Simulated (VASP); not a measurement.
Write the native input for VASP 6.6.1 that does the following.

```
Task                   : single point
Functional             : PBEsol
Potentials or basis    : VASP PAW PBE potentials, release 64 (Cl, H)
Cutoff                 : 520 eV
k mesh                 : 1 × 1 × 1
Occupations            : fermi-dirac, width 0.05 eV
Spin                   : no spin polarisation
Dipole correction      : no
Further INCAR settings : LREAL = Auto; ALGO = Normal; EDIFF = 1e-06; NBANDS = 46
```

The structure of HCl lies in POSCAR:

```
HCl
1.0
    7.4168600000      0.0000000000      0.0000000000
    0.0000000000      7.4168600000      0.0000000000
    0.0000000000      0.0000000000      7.4168600000
Cl H
8 8
Direct
    1.0178835788      0.1254439210      0.1089814288
    0.5140585099      0.7182958826      0.6783598450
    0.1769212308      0.7578274364      0.3630512104
    0.9570087611      0.5821331399      0.9211040791
    0.4751876131      0.3911898027      0.0454100522
    0.2395622946      0.3625658297      0.6305903037
    0.7510995219      0.3074886138      0.4684462158
    0.6412686770      0.8439285628      0.1543510326
    0.9727566652      0.2759928056      0.0220039208
    0.5843982494      0.7021030463      0.5151910647
    0.1903635770      0.7057703664      0.1954465906
    0.8207381560      0.6760408043      0.9799160292
    0.3962458507      0.3091739631     -0.0841461211
    0.3111694167      0.5273929938      0.6470258303
    0.9048033804      0.3655185618      0.5240627435
    0.7393425250      0.9777992304      0.0951345987
```

The cell was built by a generator and needn't be a form met in nature.

These files were run (other wordings do the same):

INCAR

```
PREC     = Accurate       # precision mode
ENCUT    = 520            # plane-wave cutoff, eV
EDIFF    = 1E-6           # SCF threshold, eV
ISMEAR   = -1             # smearing method
SIGMA    = 0.05           # smearing width, eV
LREAL    = Auto         
LASPH    = True           # aspherical terms in the spheres
NELM     = 100            # most SCF steps
ALGO     = Normal         # electronic algorithm
ISIF     = 2              # what is computed and relaxed
LWAVE    = False          # write WAVECAR
LCHARG   = False          # write CHGCAR
GGA      = PS             # functional
NBANDS   = 46             # bands
```

KPOINTS

```
Automatic mesh
0
Gamma
  1 1 1
```

Potentials or basis: VASP PAW PBE potentials, release 64 (Cl, H).

Command:

```console
$ cat potpaw_PBE.64/Cl/POTCAR potpaw_PBE.64/H/POTCAR > POTCAR
$ mpirun -np 1 vasp_gam > vasp.out
```

Results of the run:

```
Pressure               : 0.0 GPa
Largest force          : 0.806 eV/Å
Band gap on the k mesh : 5.28 eV, direct
```

Caveat: the PAW data sets were made with another functional, which shifts forces and pressure a little.

Run time: 23 s on 1 thread of Intel(R) Xeon(R) 6975P-C (Granite Rapids) (shared host), peak memory 0.42 GiB.
